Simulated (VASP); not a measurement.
Sb: single point with PBE0(alpha)

Crystal: Sb.

```
Sb
1.0
    -1.87134    1.87134    1.87134
     1.87134   -1.87134    1.87134
     1.87134    1.87134   -1.87134
Sb
1
Direct
  0.00000 0.00000 0.00000
```

This isn't the form of Sb at room conditions, which is rhombohedral.

```
Program             : VASP 6.6.1
Task                : single point
Functional          : PBE0(alpha)
Potentials or basis : VASP PAW PBE potentials, release 64 (Sb)
Cutoff              : 520 eV
k mesh              : 5 × 5 × 5
Occupations         : fermi-dirac, width 0.05 eV
Spin                : no spin polarisation
```

```json
{"Pressure": "-3.6 GPa", "Band gap on the k mesh": "none (metal or under the smearing width)"}
```

Levels at points of the mesh, in eV from the Fermi level:
| k point | band 1 | band 2 | band 3 | band 4 | band 5 |
| --- | --- | --- | --- | --- | --- |
| (0.00, 0.00, 0.00) | -15.17 | 6.83 | 6.83 | 6.83 | 11.68 |

It took 20 s on 1 thread of Intel(R) Xeon(R) 6975P-C (Granite Rapids), with other jobs on the host, peak memory 0.14 GiB.

Caveat: the k mesh is coarse (spacing up to 0.47 Å⁻¹), so the values aren't converged, least of all with exact exchange; the PAW data sets were made with another functional, which shifts forces and pressure a little. Spin-orbit coupling is left out, which matters for the levels of Sb.
